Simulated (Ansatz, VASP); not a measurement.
**Two plane-wave programs on TiH**

Contents of INCAR:

```
PREC = Accurate ; ENCUT = 600
EDIFF = 1E-6 ; ISMEAR = -1
SIGMA = 0.05 ; LREAL = False
LASPH = True ; NELM = 60
ALGO = Normal ; ISIF = 3
LWAVE = False ; LCHARG = False
GGA = B5 ; ALDAX = 1.0
AGGAX = 1.0 ; AGGAC = 1.0
ALDAC = 0.0 ; IVDW = 12
VDW_S6 = 1.0 ; VDW_S8 = 2.6996
VDW_A1 = 0.4298 ; VDW_A2 = 4.2359
IBRION = 2 ; NSW = 80
EDIFFG = -0.01
```

The input KPOINTS:

```
Automatic mesh
0
Gamma
  11 11 11
```

POSCAR

```
TiH
1.0
    0.0000000000      2.0896970000      2.0896970000
    2.0896970000      0.0000000000      2.0896970000
    2.0896970000      2.0896970000      0.0000000000
Ti H
1 1
Direct
    0.0000000000      0.0000000000      0.0000000000
    0.5000000000      0.5000000000      0.5000000000
```

Input for Ansatz:

```yaml
crystal:
  lattice:
    - [0.0, 2.089697, 2.089697]
    - [2.089697, 0.0, 2.089697]
    - [2.089697, 2.089697, 0.0]
  atoms:
    - { symbol: Ti, position: [0.0, 0.0, 0.0] }
    - { symbol: H, position: [0.5, 0.5, 0.5] }
basis:
  ecutwfc: 517.016338673772
kpoints:
  mp_grid:
    grid: [11, 11, 11]
hamiltonian:
  xc: blyp
  dispersion: d3bj
scf:
  occupations:
    method: fermi_dirac
    width: 0.05
relax:
  cell: {}
```

The cell comes from a database or a generator and needn't be the stable form of this composition.

Alike in both runs: task relaxation of cell and atoms; functional BLYP; dispersion D3(BJ); k mesh 11 × 11 × 11; occupations fermi-dirac, width 0.05 eV; no spin polarisation.

|  | VASP | Ansatz |
| --- | --- | --- |
| version | VASP 6.6.1 | Ansatz 0.2.0 |
| potentials or method | VASP PAW PBE potentials, release 64 (Ti_sv, H) | plane waves, PAW |
| plane-wave cutoff (eV) | 600 | 517 |
| valence electrons in the cell | 13 | 13 |

VASP gave:

| Quantity | Value |
| --- | --- |
| relaxed volume (Å³/atom) | 8.41 |
| relaxed cell length with the largest relative difference (Å) | 2.875 |
| energy change over the relaxation (meV/atom) | -26 |

Question: What did Ansatz give for the same quantities?

Answer: Relaxed volume (Å³/atom): 8.40; relaxed cell length with the largest relative difference (Å): 2.874; energy change over the relaxation (meV/atom): -27.

Caveats: the PAW data sets were made with another functional, which shifts forces and pressure a little (VASP); pairwise dispersion overbinds metals, which lowers pressure and volume.
